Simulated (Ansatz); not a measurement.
# Cs (P-1) in Ansatz: reference runs

Aim: a first look at Cs with PBE, on the cell as given.

Everything below comes from runs of Ansatz 0.2.0. Logs are shortened: lines on timing, memory, paths and dates and some standing lists are left out, and cuts for length are marked.

## Step 1: The cell of the first run

The typed cell holds 1 atom: a = 5.670 Å, b = 5.663 Å, c = 5.679 Å, α = 122.81°, β = 121.98°, γ = 85.88°.

This isn't the form of Cs at room conditions, which is bcc.

## Step 2: Single point, PBE (cell sheared at random, sigma 0.01, atoms nudged by 0.01 Å)

Input file input.yaml:

```yaml
crystal:
  lattice:
    - [-2.71544546, 2.7470461, 4.1505364]
    - [2.7063904, -2.74918561, 4.14589468]
    - [2.72234702, 2.75608717, -4.15197245]
  atoms:
    - { symbol: Cs, position: [0.0, 0.0, 0.0] }
kpoints:
  mp_grid: { grid: [6, 6, 7] }
scf:
  occupations: { method: fermi_dirac, width: 0.05 }
hamiltonian:
  xc: pbe
  pseudopotentials: { kind: all_electron, lapw: { basis_error: 0.001 } }
output:
  forces: true
  stress: true
  eigenvalues: true
  populations: true
```

Potentials or basis: all-electron LAPW, scalar-relativistic.

The run is started by

```sh
$ ansatz run input.yaml --threads 1 --pin off --max-ram 3072MiB --backend cpu --events-out ev --progress --plain --runs-dir out
```

What it wrote:

```text
Warning: RAYON_NUM_THREADS=1 ignored (pool sized by the plan → 1); use --threads N
Cs: projections on atomic orbitals take those of the free atom 1s2 2s2 2p6 3s2 3p6 3d10 4s2 4p6 4d10 5s2 5p6 6s1, of charge +0.00 (hamiltonian.pseudopotentials.projection_atoms)
LAPW: plane waves up to 3.316 Å⁻¹, error target 1.0e-3 eV per atom; small_component_spin mean_spin; Cs in spheres of 2.714 Å, 19 of its electrons in bands, Dirac shells [] (how accurate: hamiltonian.pseudopotentials.lapw.basis_error, Limitations)
Engine: ansatz 0.2.0, aarch64-unknown-linux-gnu
Pseudopotentials: kind: all_electron
Pseudopotential: Cs, LAPW, valence charge 19, lapw/all_electron/scalar/gaussian/Cs, Koelling and Harmon's equation, gaussian nucleus
Functional definition: PBE
  parameter kappa = 0.804
  parameter beta = 0.06672455060314922
  exchange = pbe_x(kappa = kappa, mu = beta*pi^2/3)
  correlation = pbe_c(beta = beta)
Crystal: 1 atoms, lattice volume = 123.928 Å³
Basis set: ecut = 41.90202435359078 eV, 65 PW (Γ), exchange–correlation at level 2
Bands: 14, of which v1, the nominal top of the filled ones, is band 10 counted from 1 (9 counted from 0)
Symmetry: 2 space group operations
Space group: P-1 (ITA 2), of the structure as read, at distance tolerance 5.0e-5 Å
k-points: 128 of 252
Non-local potential: Cs, projectors of the file, none
Initial density: superposition of atomic densities (chi_scale 0.1, normalization cell)
Initial wavefunctions: plane waves of lowest kinetic energy (no species holds an atomic orbital)
Functional: x = pbe(κ = 0.804, μ = 0.2195149727645171), c = pbe(β = 0.06672455060314922)
iter 1 solved again at ethr=1.18e-5 eV; its pass at ethr=1.00e-1 eV (dr2=2.24e-3 eV) is discarded
SCF iter   1: F=—  HF=-211885.548191 eV  |F-HF|=—  |Δ(HF+E_count)|=         —  Δρ=7.84e-4  dr2=2.24e-3  ethr=1.18e-5  ⟨swp⟩=4.5  Hψ=12648  notcnv=0
preconditioner: auto → LDOS  [metal: Δε(μ)=0.012 eV  Ē_g=2.569 eV  σ=0.050 eV  W_gap=0.06  n_scr=14 (ndim 8)  ℏωp=3.3 eV  f_vac=0.072  D(μ)=1.49/eV (n_scr^D=8)  β→1.0]
iter 2 solved again at ethr=1.08e-6 eV; its pass at ethr=1.18e-5 eV (dr2=2.06e-4 eV) is discarded
SCF iter   2: F=—  HF=-211885.550171 eV  |F-HF|=—  |Δ(HF+E_count)|=   1.98e-3  Δρ=2.33e-4  dr2=2.06e-4  ethr=1.08e-6  ⟨swp⟩=2.0  Hψ=9499  notcnv=0
preconditioner: auto → Kerker (q_TF=auto, 1.996 Å⁻¹)  [metal: Δε(μ)=0.015 eV  Ē_g=2.563 eV  σ=0.050 eV  W_gap=0.07  n_scr=14 (ndim 8)  ℏωp=3.3 eV  f_vac=0.009  D(μ)=1.48/eV (n_scr^D=8)  β→0.5]
SCF iter   3: F=—  HF=-211885.550013 eV  |F-HF|=—  |Δ(HF+E_count)|=   1.58e-4  Δρ=2.07e-4  dr2=1.91e-4  ethr=1.08e-6  ⟨swp⟩=2.7  Hψ=5953  notcnv=0
SCF iter   4: F=—  HF=-211885.550080 eV  |F-HF|=—  |Δ(HF+E_count)|=   6.72e-5  Δρ=1.21e-4  dr2=7.28e-5  ethr=1.01e-6  ⟨swp⟩=2.3  Hψ=5899  notcnv=0
SCF iter   5: F=—  HF=-211885.550118 eV  |F-HF|=—  |Δ(HF+E_count)|=   3.71e-5  Δρ=5.37e-5  dr2=1.62e-5  ethr=3.83e-7  ⟨swp⟩=2.8  Hψ=5956  notcnv=0
SCF iter   6: F=—  HF=-211885.550125 eV  |F-HF|=—  |Δ(HF+E_count)|=   7.29e-6  Δρ=1.71e-5  dr2=1.17e-6  ethr=8.54e-8  ⟨swp⟩=2.8  Hψ=5958  notcnv=0
SCF iter   7: F=—  HF=-211885.550126 eV  |F-HF|=—  |Δ(HF+E_count)|=   8.73e-7  Δρ=6.61e-6  dr2=1.61e-7  ethr=6.14e-9  ⟨swp⟩=2.8  Hψ=5958  notcnv=0
SCF iter   8: F=-211885.550126 eV  HF=-211885.550126 eV  |F-HF|=8.61e-9  |Δ(HF+E_count)|=   1.86e-7  Δρ=2.05e-6  dr2=1.70e-8  ethr=8.45e-10  ⟨swp⟩=2.8  Hψ=5958  notcnv=0
SCF 1 converged in 8 iterations: F = -211885.550126 eV  dr2 = 1.70e-8
SCF converged after 8 iterations
Free energy (F): -211885.550126 eV
Harris-Foulkes:  -211885.550126 eV  (|F-HF|=8.61e-9)
Internal energy: -211885.538102 eV  (E = F + TS)
E sigma→0 (E₀):  -211885.544114 eV
Entropy (-TS):   -0.012024 eV (-12.024 meV/atom)
Fermi energy:    2.905824 eV
--- Per-component energies (eV) ---
  E_band       = -770.552453
  E_kinetic    = 225250.743115
  E_xc         = -5239.687031
  E_electrostatic = -431896.594186  (all electrons and nuclei)
  E_smearing   = -0.012024  (= −TS)
  E_closure    = 0.000000  (closes the sum)
  E_atoms      = -211884.713165  (free atoms, spherical and without spin; not in F)
  Σ components = -211885.550126   (vs F -211885.550126, Δ=0.00e0)
  Basis errors (estimates in eV, not in F): energy 2.4e-4 per atom: plane waves 2.4e-4 (1.3e-4 summed), levels above the bands 4.6e-31, relativity 1.7e-8, radial functions 4.6e-6, core shells 1.0e-9; eigenvalues (radial functions only) 2.9e-6; not estimated: angular momenta, meshes, grids; target (lapw.basis_error) 1.0e-3; muffin-tin radii Cs 2.714 Å
--- Forces (eV/Å), atoms counted from 1 ---
  atom   1  Cs     0.00000000     0.00000000     0.00000000
  max |Σ_I F_I| component: 0.00e0 eV/Å
--- Stress (GPa, compression-positive) ---
       -0.046004      -0.008731       0.014899
       -0.008731      -0.086082       0.014155
        0.014899       0.014155      -0.129361
  P = ⅓ Tr σ = -0.0871 GPa (-0.871 kbar)
--- Band table (eV; the first three rows and the last of 128) ---
  k-point 0: bands = ["-68.4417", "-68.4416", "-68.4414", "-68.4411", "-68.4410", "-20.9650", "-7.7217", "-7.7212", "-7.7187", "1.3271", "5.1968", "5.3803", "5.4599", "6.1079"]
  k-point 1: bands = ["-68.4417", "-68.4416", "-68.4414", "-68.4411", "-68.4410", "-20.9638", "-7.7405", "-7.7298", "-7.7278", "1.5994", "4.9677", "5.3346", "5.4857", "5.8702"]
  k-point 2: bands = ["-68.4417", "-68.4416", "-68.4414", "-68.4411", "-68.4410", "-20.9612", "-7.7841", "-7.7520", "-7.7415", "2.3306", "4.3644", "4.9386", "5.7501", "5.7645"]
  k-point 127: bands = ["-68.4417", "-68.4416", "-68.4414", "-68.4411", "-68.4410", "-20.9603", "-7.8124", "-7.7546", "-7.7506", "3.2185", "4.0068", "4.1013", "6.1624", "6.9600"]
--- Löwdin populations: 1 site ---
  site symbol       q [e]
     0     Cs     54.9600
  spilling = 0.000728 (of n_electrons = 55.000000)
```

Run time: 11 s. Hardware: 1 thread of Arm Neoverse N1, shared host; peak memory 0.23 GiB.

Results:

| Property | Result |
| --- | --- |
| Free energy | -211885.5501 eV |
| Pressure | -0.1 GPa |
| Band gap on the k mesh | none (metal or under the smearing width) |

Levels at points of the mesh, in eV from the Fermi level:
| k point | band 6 | band 7 | band 8 | band 9 | band 10 | band 11 | band 12 | band 13 | band 14 |
| --- | --- | --- | --- | --- | --- | --- | --- | --- | --- |
| (0.00, 0.00, 0.00) | -23.87 | -10.63 | -10.63 | -10.62 | -1.58 | 2.29 | 2.47 | 2.55 | 3.20 |
| (0.00, -0.50, 0.00) | -23.87 | -10.73 | -10.65 | -10.64 | 0.04 | 0.75 | 2.16 | 2.41 | 4.08 |
| (-0.50, 0.00, 0.00) | -23.87 | -10.73 | -10.65 | -10.63 | 0.01 | 0.71 | 2.13 | 2.49 | 4.11 |
| (-0.50, -0.50, 0.00) | -23.86 | -10.73 | -10.68 | -10.66 | 0.39 | 1.07 | 1.48 | 3.61 | 3.78 |
